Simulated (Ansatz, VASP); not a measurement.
**Y in VASP and in Ansatz**

```
Y
1.0
     3.14087    0.00000    0.00000
     0.00000    3.14087    0.00000
     0.00000    0.00000    3.14087
Y
1
Direct
  0.00000 0.00000 0.00000
```

Alike in both runs: task single point; functional LDA; k mesh 10 × 10 × 10; occupations fermi-dirac, width 0.1 eV; non-collinear spin, spin-orbit coupling.

|  | VASP | Ansatz |
| --- | --- | --- |
| version | VASP 6.6.1 | Ansatz 0.2.0 |
| potentials or method | VASP PAW LDA potentials, release 64 (Y_sv) | plane waves (420 eV) with PAW, fully relativistic with spin-orbit coupling |
| plane-wave cutoff (eV) | 520 | 420 |
| valence electrons in the cell | 11 | 11 |

```csv
,VASP,Ansatz,Ansatz less VASP
net moment per atom (μB),0.00,0.00,0.000
```

Ansatz warned: «pseudo_functional_mismatch».
